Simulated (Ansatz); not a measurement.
Bond compression in Br (diamond type)

```xyz
2
Lattice="0.0000 3.2317 3.2317 3.2317 0.0000 3.2317 3.2317 3.2317 0.0000" Properties=species:S:1:pos:R:3 pbc="T T T"
Br   -0.8079   -0.8079   -0.8079
Br    0.8079    0.8079    0.8079
```

This is a prototype cell at a chosen volume, and whether it is the ground state is a separate question.

Its shortest bond, of 2.799 Å between atom 1 (Br) and the nearest image of atom 2 (Br), is scaled by moving both atoms along it, with the cell held. The force apart is half the difference of the two atoms' forces along the bond; it holds the pull and push of their other neighbours too.

Level of theory: DFT with PBE, scalar-relativistic, in Ansatz 0.2.0; a Γ-centred 8×8×8 k mesh, Fermi–Dirac smearing of 0.05 eV, no spin polarisation. LAPW: all electrons, basis error target 1 meV/atom; PAW: frozen-core files, cutoff 420 eV; crystal datasets: all electrons, by PAW datasets that the program makes for each cell.

Energies are extrapolated to zero smearing and count from the unscaled cell; pressure is positive in compression; gaps take the mesh and a band path. No temperature or zero-point motion is included.

```json
{"bond (Å)": "2.799", "force apart (eV/Å)": "0.00", "P LAPW (GPa)": "6.66", "ΔE LAPW (eV/atom)": "0.000", "P PAW − LAPW (GPa)": "-0.01", "ΔE PAW − LAPW (meV/atom)": "0.0", "force PAW − LAPW (eV/Å)": "0.000"}
{"bond (Å)": "2.295", "force apart (eV/Å)": "-0.70", "P LAPW (GPa)": "9.45", "ΔE LAPW (eV/atom)": "-0.288", "P PAW − LAPW (GPa)": "0.00", "ΔE PAW − LAPW (meV/atom)": "1.4", "force PAW − LAPW (eV/Å)": "0.005"}
{"bond (Å)": "2.127", "force apart (eV/Å)": "?", "P LAPW (GPa)": "13.92", "ΔE LAPW (eV/atom)": "-0.207", "P PAW − LAPW (GPa)": "0.01", "ΔE PAW − LAPW (meV/atom)": "2.0", "force PAW − LAPW (eV/Å)": "0.012"}
{"bond (Å)": "1.959", "force apart (eV/Å)": "10.48", "P LAPW (GPa)": "?", "ΔE LAPW (eV/atom)": "0.328", "P PAW − LAPW (GPa)": "0.04", "ΔE PAW − LAPW (meV/atom)": "3.5", "force PAW − LAPW (eV/Å)": "0.023"}
```

Question: Give the missing entry: row "1.959", column "P LAPW (GPa)".

Answer: 23.2.

Question: Give the missing entry: row "2.127", column "force apart (eV/Å)".

Answer: 3.07.

Question: At the last bond length, how far do crystal datasets lie from LAPW in pressure and in the largest force component?

Answer: crystal datasets: 0.00 GPa, 0.001 eV/Å, on a LAPW pressure of 23.2 GPa.

Question: How do the Löwdin populations by LAPW change from the unscaled cell to the last row, on the two atoms of the bond?

Answer: Br1 4s 2.00 → 1.90, Br1 4p 4.97 → 5.02, Br2 4s 2.00 → 1.90, Br2 4p 4.97 → 5.02 electrons an atom. These are projections on the shells that the free atoms fill; 0.06 e a cell lies outside them at the start and 0.16 e at the end.
